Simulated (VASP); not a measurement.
Wanted: the native input for a VASP 6.6.1 run.

```
Task                               : single point
Functional                         : HSE06
Potentials or basis                : VASP PAW PBE potentials, release 64 (Ca_sv, O)
Cutoff                             : 520 eV
k mesh                             : 6 × 6 × 6
Occupations                        : gaussian, width 0.02 eV
Spin                               : no spin polarisation
Grid for exact exchange (PRECFOCK) : Fast
Screening parameter                : 0.2 1/A
Further INCAR settings             : ALGO = Normal; EDIFF = 1e-06; NBANDS = 15
```

CaO:

```
Ca O
1.0
     0.00000    2.38713    2.38713
     2.38713    0.00000    2.38713
     2.38713    2.38713    0.00000
Ca O
1 1
Cartesian
  0.0000 0.0000 0.0000
  2.3871 2.3871 2.3871
```

The input as run:

POSCAR

```
CaO
1.0
    0.0000000000      2.3871300000      2.3871300000
    2.3871300000      0.0000000000      2.3871300000
    2.3871300000      2.3871300000      0.0000000000
Ca O
1 1
Direct
    0.0000000000      0.0000000000      0.0000000000
    0.5000000000      0.5000000000      0.5000000000
```

INCAR.step1

```
ALGO     = Normal         # electronic algorithm
EDIFF    = 1E-5           # SCF threshold, eV
ENCUT    = 520            # plane-wave cutoff, eV
GGA      = PE             # functional
ISIF     = 2              # what is computed and relaxed
ISMEAR   = 0              # smearing method
LASPH    = T              # aspherical terms in the spheres
LCHARG   = F              # write CHGCAR
LREAL    = F              # projectors in reciprocal space
LWAVE    = T              # write WAVECAR
NBANDS   = 15             # bands
NELM     = 80             # most SCF steps
PREC     = Accurate       # precision mode
SIGMA    = 0.02           # smearing width, eV
```

INCAR.step2

```
ALGO     = Normal         # electronic algorithm
EDIFF    = 1E-6           # SCF threshold, eV
ENCUT    = 520            # plane-wave cutoff, eV
GGA      = PE             # functional
HFSCREEN = 0.2            # screening, 1/A
ISIF     = 2              # what is computed and relaxed
ISMEAR   = 0              # smearing method
ISTART   = 1            
LASPH    = T              # aspherical terms in the spheres
LCHARG   = F              # write CHGCAR
LHFCALC  = T              # exact exchange
LREAL    = F              # projectors in reciprocal space
LWAVE    = F              # write WAVECAR
NBANDS   = 15             # bands
NELM     = 80             # most SCF steps
PREC     = Accurate       # precision mode
PRECFOCK = Fast         
SIGMA    = 0.02           # smearing width, eV
```

KPOINTS

```
k-points
0
Gamma
  6 6 6
```

Potentials or basis: VASP PAW PBE potentials, release 64 (Ca_sv, O).

Command:

```bash
$ cat potpaw_PBE.64/Ca_sv/POTCAR potpaw_PBE.64/O/POTCAR > POTCAR
$ cp INCAR.step1 INCAR
$ mpirun -np 1 vasp_std > vasp.out
$ cp INCAR.step2 INCAR
$ mpirun -np 1 vasp_std > vasp.out
```

It gave:

```json
{
 "Pressure": "2.5 GPa",
 "Band gap on the k mesh": "5.32 eV, indirect (least direct gap 5.74 eV)"
}
```

Caveat: the PAW data sets were made with another functional, which shifts forces and pressure a little.

Run time: 7.2 min on 1 thread of Intel(R) Xeon(R) Platinum 8488C (Sapphire Rapids) (shared host), peak memory 0.26 GiB.
